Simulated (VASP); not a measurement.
Here is a VASP 6.6.1 calculation.

File INCAR:

```
ALGO = Fast ; EDIFF = 1E-7
EDIFFG = -0.01 ; ENCUT = 600
GGA = PE ; IBRION = 2
ISIF = 2 ; ISMEAR = 1
IVDW = 12 ; LASPH = T
LCHARG = F ; LREAL = F
LWAVE = F ; NELM = 80
NSW = 40 ; PREC = Accurate
SIGMA = 0.1
```

File KPOINTS:

```
k-points
0
Gamma
  16 16 16
```

POSCAR

```
Si                                      
1.0
    0.0000000000      1.8965578510      1.8965578510
    1.8965578510      0.0000000000      1.8965578510
    1.8965578510      1.8965578510      0.0000000000
  Si            
     1
Direct
     0.0000000000000000    0.0000000000000000    0.0000000000000000
```

Potentials or basis: VASP PAW PBE potentials, release 64 (Si).

Command:

```sh
$ cat potpaw_PBE.64/Si/POTCAR > POTCAR
$ mpirun -np 1 vasp_std > vasp.out
```

Question: What does it give for the dispersion energy per atom?

Answer: -0.455 eV.

Question: What does it give for the band gap on the k mesh?

Answer: None (metal or under the smearing width).

Final structure:
```cif
data_structure
_symmetry_space_group_name_H-M 'P 1'
_symmetry_Int_Tables_number 1
_cell_length_a 2.6821
_cell_length_b 2.6821
_cell_length_c 2.6821
_cell_angle_alpha 60.000
_cell_angle_beta 60.000
_cell_angle_gamma 60.000
_cell_volume 13.64
loop_
_atom_site_label
_atom_site_type_symbol
_atom_site_fract_x
_atom_site_fract_y
_atom_site_fract_z
_atom_site_occupancy
Si1 Si 0.00000 0.00000 0.00000 1
```

Caveat: the relaxation stopped at its first step, so nothing moved.
